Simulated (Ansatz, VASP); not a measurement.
Se: VASP beside Ansatz

```
CELL_PARAMETERS angstrom
2.94466 0.00000 0.00000
0.00000 2.94466 0.00000
0.00000 0.00000 2.65914
ATOMIC_POSITIONS crystal
Se 0.50000 0.50000 0.00000
```

Alike in both runs: functional PBE; k mesh 6 × 6 × 8; occupations gaussian, width 0.1 eV; no spin polarisation.

Ansatz relaxed the structure, and its values are those at the end. VASP's run is a single point on that final structure, the one shown.

|  | VASP | Ansatz |
| --- | --- | --- |
| version | VASP 6.6.1 | Ansatz 0.2.0 |
| potentials or method | VASP PAW PBE potentials, release 64 (Se) | scalar-relativistic, plane waves, PAW |
| plane-wave cutoff (eV) | 520 | 420 |
| valence electrons in the cell | 6 | 16 |

|  | VASP | Ansatz | Ansatz less VASP |
| --- | --- | --- | --- |
| gap on the k mesh at the Fermi level (eV) | none | none | - |
| pressure (GPa) | 0.0 | 0.0 | -0.02 |

A gap of «none» marks a metal or a gap that the smearing closes. With one functional, cell and mesh, what is left measures potentials, basis and numerics. The two sets of potentials don't hold the same shells in valence.
